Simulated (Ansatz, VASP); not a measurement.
## Ge: VASP beside Ansatz

The input INCAR:

```
  ALGO = Fast
  EDIFF = 1E-7
  ENCUT = 520
  GGA = PE
  ISIF = 2
  ISMEAR = 0
  LASPH = T
  LCHARG = F
  LREAL = F
  LWAVE = F
  NBANDS = 21
  NELM = 100
  PREC = Accurate
  SIGMA = 0.02
```

The input KPOINTS:

```
k-points
0
Gamma
  8 8 8
```

POSCAR

```
Ge
1.0
    0.0000000000      2.8289100000      2.8289100000
    2.8289100000      0.0000000000      2.8289100000
    2.8289100000      2.8289100000      0.0000000000
Ge
2
Direct
    0.7500000000      0.7500000000      0.7500000000
    0.5000000000      0.5000000000      0.5000000000
```

input.yaml

```yaml
crystal:
  lattice:
    - [0.0, 2.82891, 2.82891]
    - [2.82891, 0.0, 2.82891]
    - [2.82891, 2.82891, 0.0]
  atoms:
    - { symbol: Ge, position: [0.75, 0.75, 0.75] }
    - { symbol: Ge, position: [0.5, 0.5, 0.5] }
hamiltonian:
  xc: pbe
  pseudopotentials: { kind: paw }
kpoints:
  mp_grid: { grid: [8, 8, 8] }
scf:
  occupations: { method: gaussian, width: 0.02 }
output:
  forces: true
  stress: true
  eigenvalues: true
```

Alike in both runs: task single point; functional PBE; k mesh 8 × 8 × 8; occupations gaussian, width 0.02 eV; no spin polarisation.

|  | VASP | Ansatz |
| --- | --- | --- |
| version | VASP 6.6.1 | Ansatz 0.2.0 |
| potentials or method | VASP PAW PBE potentials, release 64 (Ge_d) | Ansatz PAW |
| plane-wave cutoff (eV) | 520 | 420 |
| valence electrons in the cell | 28 | 28 |

Ansatz gave:

* gap on the k mesh at the Fermi level (eV): 0.03
* least direct gap on the mesh (eV): 0.03
* pressure (GPa): 3.6

Q: Estimate VASP's values.

A: gap on the k mesh at the Fermi level (eV): 0.03; least direct gap on the mesh (eV): 0.03; pressure (GPa): 3.5.

A k mesh can miss the band edges.
